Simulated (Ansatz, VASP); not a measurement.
# Two plane-wave programs on Sb

```
Sb
1.0
     2.24257    1.29475    1.82953
    -2.24257    1.29475    1.82953
     0.00000   -2.58950    1.82953
Sb
1
Direct
  0.50000 0.50000 0.50000
```

Alike in both runs: functional PBE; k mesh 18 × 18 × 18; occupations gaussian, width 0.1 eV; no spin polarisation.

Ansatz relaxed the structure, and its values are those at the end. VASP's run is a single point on that final structure, the one shown.

|  | VASP | Ansatz |
| --- | --- | --- |
| version | VASP 6.6.1 | Ansatz 0.2.0 |
| potentials or method | VASP PAW PBE potentials, release 64 (Sb) | scalar-relativistic, plane waves, PAW |
| plane-wave cutoff (eV) | 520 | 420 |
| valence electrons in the cell | 5 | 15 |

|  | VASP | Ansatz | Ansatz less VASP |
| --- | --- | --- | --- |
| gap on the k mesh at the Fermi level (eV) | none | none | - |
| pressure (GPa) | -2.8 | -2.8 | +0.05 |

A gap of «none» marks a metal or a gap that the smearing closes. With one functional, cell and mesh, what is left measures potentials, basis and numerics. The two sets of potentials don't hold the same shells in valence.

Spin-orbit coupling is left out, which matters for the levels of Sb.
